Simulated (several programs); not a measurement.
## Many methods on one cell: NaI (zincblende)

NaI in the zincblende structure, relaxed with r2SCAN in Ansatz, was computed with several methods. It is cubic, F-43m (No. 216); conventional cell a = 7.086 Å, 44.48 Å³ an atom. Na is surrounded by 4 I at 3.07 Å; I is surrounded by 4 Na at 3.07 Å. Values at 0 K without nuclear motion; spin polarisation is off, and the phase may be a hypothetical one.

```xyz
2
Lattice="0.0000 3.5432 3.5432 3.5432 0.0000 3.5432 3.5432 3.5432 0.0000" Properties=species:S:1:pos:R:3 pbc="T T T"
Na    0.0000    0.0000    0.0000
I     1.7716    1.7716    1.7716
```

Gaps and times are for a single point on this cell; volume and bulk modulus come from each method's own relaxation or energy curve at fixed shape. Times are rough, from shared hosts (Arm Neoverse V1; NVIDIA H100 80GB HBM3), and each method has its own mesh and cell size. PM6 (MOPAC), PM7 (MOPAC), GFN1-xTB (tblite), GFN2-xTB (tblite) treat a cluster of cells at its zone centre, which samples few k points: where these miss a band edge, the gap comes out too large for that reason alone. Gaps from k meshes are read at a limited set of points (mesh, symmetry points, PBE's band edges), so each method's own least gap may be somewhat smaller. Force fields have no electrons; where one was fitted to this phase, its volume and modulus reflect the fit. xTB and the PM methods were fitted mostly to molecules, and can miss a solid's gap by electronvolts. Minimal bases can be far off for gaps. Times of the plane-wave rungs are withheld (a dash), since they come from other jobs, hosts and meshes; the meshes of hybrids and Hartree-Fock don't converge their gaps to the digits shown. GLLB-SC's gap includes the derivative discontinuity. G0W0 is at finite bands, cutoff and mesh. d marks a direct gap, i an indirect one (no mark: not told apart), a dash a value that wasn't computed or didn't pass its checks.

```tsv
method	kind	gap (eV)	own volume (Å³/atom)	bulk modulus (GPa)	atoms computed	processor time
ffield.eim (LAMMPS)	force field	–	–	–	2	0.12 s
light PBE (260 eV, its own mesh)	light plane-wave	3.77 d	–	–	2	0.8 s
GFN1-xTB (tblite)	tight binding	1.76	44.05	15	cluster	2.4 s
PM7 (MOPAC)	semi-empirical	14.01	47.28	26	cluster	3 s
GFN2-xTB (tblite)	tight binding	4.96	48.03	9	cluster	3.4 s
PBE	semilocal	3.83 d	45.92	11	2	–
PM6 (MOPAC)	semi-empirical	7.90	–	–	cluster	5.5 s
PBE/single zeta (GPAW)	small basis	3.72 d	–	–	2	6 s
PBE/SZV (CP2K)	small basis	3.37 d	–	–	2	6.6 s
r2SCAN	semilocal	4.42 d	44.48	12	2	–
G0W0@r2SCAN (180 eV screening cutoff)	many-body	6.48	–	–	2	–
GLLB-SC (GPAW)	model potential	7.34	–	–	2	10 s
PBE/DZVP (CP2K)	small basis	3.73 d	–	–	2	11 s
G0W0@PBE (260 eV screening cutoff)	many-body	6.17	–	–	2	–
```

Against r2SCAN (4.42 eV) the nearest gap at the points sampled is that of GFN2-xTB (tblite) (+0.54 eV) and the farthest that of PM7 (MOPAC) (+9.59 eV). r2SCAN is only a yardstick of convenience: semilocal gaps usually lie below measured ones, which GLLB-SC and hybrids aim to mend.

Volumes against r2SCAN's: GFN1-xTB (tblite) -1.0 %, PM7 (MOPAC) +6.3 %, GFN2-xTB (tblite) +8.0 %, PBE +3.2 %.

Spin-orbit coupling is left out, which matters wherever the heavy atoms make up the band edges.
